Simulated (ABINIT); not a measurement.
Here is an ABINIT 10.8.3 (patched build) calculation.

The input run.abi:

```
ndtset 7
getwfk -1
scalecart1 3*0.9795861087
scalecart2 3*0.9864848297
scalecart3 3*0.9932883884
scalecart4 3*1.0000000000
scalecart5 3*1.0066227096
scalecart6 3*1.0131594038
scalecart7 3*1.0196128224

pp_dirpath "./"
pseudos "Ga.GGA_PBE-JTH.xml, P.GGA_PBE-JTH.xml"

acell 3*1.0 Angstrom
rprim
     0.0000000000     2.7252500000     2.7252500000
     2.7252500000     0.0000000000     2.7252500000
     2.7252500000     2.7252500000     0.0000000000
ntypat 2
znucl 31 15
natom 2
typat 1 2
xred
     0.0000000000     0.0000000000     0.0000000000
     0.7500000000     0.7500000000     0.7500000000

ecut 24.0
pawecutdg 46.0

kptopt 1
ngkpt 8 8 8
nshiftk 1
shiftk 0.0 0.0 0.0

ixc -497498
usekden 1
pawxcdev 0

nband 13
occopt 3
tsmear 0.05 eV

nstep 100
tolvrs 1.0e-7

iomode 3
prtwf 1
prtden 0
prteig 0
prtebands 0
enunit 1
```

Potentials or basis: JTH PAW PBE v2.0.

Command:

```sh
$ abinit run.abi > log 2>&1
```

Q: Estimate the bulk modulus.

A: 87 GPa.

Q: What does it give for the pressure derivative of the bulk modulus?

A: 4.4.

Q: Predict the equilibrium volume.

A: 20.20 Å³/atom.

Energy against volume, from the lowest point:
```
volume (Å³/atom)  energy (meV/atom)
          19.026              20.84
          19.431               8.66
          19.836               1.86
          20.240               0.00
          20.645               2.49
          21.050               8.92
          21.455              18.84
```

Caveat: pressures at fixed basis lie under the slope of the energies; the PAW data sets were made with another functional, which shifts forces and pressure a little.

**What was measured.**

From “Phosphorous dimerization in GaP at high pressure”, 2017, arxiv:1709.06667, for a bulk crystal of GaP: bulk modulus 87.5 ± 0.6 GPa.

Against the measured bulk modulus of GaP, 87.5 GPa (“Phosphorous dimerization in GaP at high pressure”, 2017, arxiv:1709.06667), the calculated 87 GPa is off by -0.4 %. The fit is for a static lattice scaled at fixed shape and fixed fractional positions.
